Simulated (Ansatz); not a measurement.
# TlBr at 15 GPa: from Born charge to LO–TO splitting and polaron coupling

Computed with Ansatz, DFT PBE+D3(BJ), scalar-relativistic, plane waves, PAW. Settings: 420 eV plane-wave cutoff, Γ-centred 10×10×10 mesh, fixed occupations. No spin polarisation. Phonons by linear response, acoustic sum rule imposed.

The cell, relaxed at 15 GPa:
Space group Pm-3m (No. 221). a = 3.599 Å, b = 3.599 Å, c = 3.599 Å, α = 90.00°, β = 90.00°, γ = 90.00°
```tsv
atom	site	symmetry	x	y	z
Tl	1a	m-3m	0.0000	0.0000	0.0000
Br	1b	m-3m	0.5000	0.5000	0.5000
```

Spin–orbit coupling is left out, which matters for heavy elements. The run warned that the force constants aren't converged on this k mesh, so the frequencies and all that is formed from them are rough. The bands were filled as in an insulator; under compression the gap may have closed between mesh points.

Linear response gives ν_TO = 110.0 cm⁻¹, Born charges ±2.479 e (positive on Tl) and ε∞ = 9.242. The primitive cell holds 46.601 Å³, and the masses are 204.380 and 79.904 amu.

Question: Find ν_LO and the static dielectric constant.

Answer: The long-wave field adds a restoring force: ω_LO² − ω_TO² = Z*²e²/(ε_vac ε∞ μV). In these units ν_LO² − ν_TO² = 4.92064×10⁷ Z*²/(μ V ε∞) cm⁻², with μ = m₁m₂/(m₁ + m₂) = 57.445 amu: 12223 cm⁻². So ν_LO = √(110.0² + 12223) = 156.0 cm⁻¹, and the run gives 156.0. Lyddane–Sachs–Teller then gives ε0 = ε∞ (ν_LO/ν_TO)² = 18.58, against 18.57 in the run (it forms both from the same three quantities, so the match checks the arithmetic only). Between ν_TO and ν_LO the dielectric function is negative and an undamped crystal reflects fully: a reststrahlen band from 64.1 to 90.9 μm.

Question: What do the Clausius–Mossotti polarisability and the Szigeti charge come to?

Answer: With the Lorentz local field, α = (3V/4π)(ε∞ − 1)/(ε∞ + 2) = 8.16 Å³ for the pair, and e_S = 3Z*/(ε∞ + 2) = 0.66 e. The Born charge includes the electrons' response to the dipole's own local field, and e_S takes that enhancement out. The Lorentz field assumes point-like polarisable ions, a poor picture once ε∞ is this large, since the electron clouds then overlap or are shared, so both numbers are formal here.

Question: How strongly does a slow electron couple to the LO mode?

Answer: For one isotropic parabolic band, Fröhlich's constant is α_F = (1/ε∞ − 1/ε0) √(m* Ry/ħω_LO), with Ry = 13.606 eV, ħω_LO = 19.3 meV and m* in free-electron masses: α_F = 0.0544 × 26.53 × √m* = 1.44 √m*. The band mass isn't part of this run; for m* = 0.1, 0.3 and 1 it gives 0.46, 0.79, 1.44. In weak coupling the polaron lies α_F ħω_LO below the band edge (15 meV at m* = 0.3) with a mass m*(1 + α_F/6); past α_F of about 5 or 6 that expansion fails. A semilocal functional's ε∞ tends to be too large, which taken alone lowers α_F.

Cost: 1 run of about 1.7 core-minutes, on Arm Neoverse N1 (shared hosts).